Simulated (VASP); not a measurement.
## LiF (Griceite): phonons with LDA

LiF (Griceite):

```xyz
2
Lattice="0.0000 1.9500 1.9500 1.9500 0.0000 1.9500 1.9500 1.9500 0.0000" Properties=species:S:1:pos:R:3 pbc="T T T"
Li    0.0000    0.0000    0.0000
F     1.9500    1.9500    1.9500
```

```json
{
  "Program": "VASP 6.6.1",
  "Task": "phonons",
  "Functional": "LDA",
  "Potentials or basis": "VASP PAW LDA potentials, release 64 (Li_sv, F)",
  "Cutoff": "600 eV",
  "k mesh": "12 × 12 × 12",
  "Occupations": "gaussian, width 0.03 eV",
  "Spin": "no spin polarisation",
  "By perturbation theory": "no",
  "Further INCAR settings": "ALGO = Normal; EDIFF = 1e-08; IBRION = 6; POTIM = 0.015; NSW = 1"
}
```

| Property | Result |
| --- | --- |
| Highest phonon frequency at Γ, LO-TO splitting left out | 350 cm⁻¹ |

Phonon frequencies in cm⁻¹ (negative: imaginary):
```tsv
q point	frequencies
(0.000, 0.000, 0.000)	0 0 0 350 350 350
```

It took 89 s on 1 thread of Intel(R) Xeon(R) Platinum 8259CL CPU @ 2.50GHz (Skylake/Cascade Lake) (shared host), peak memory 0.16 GiB.
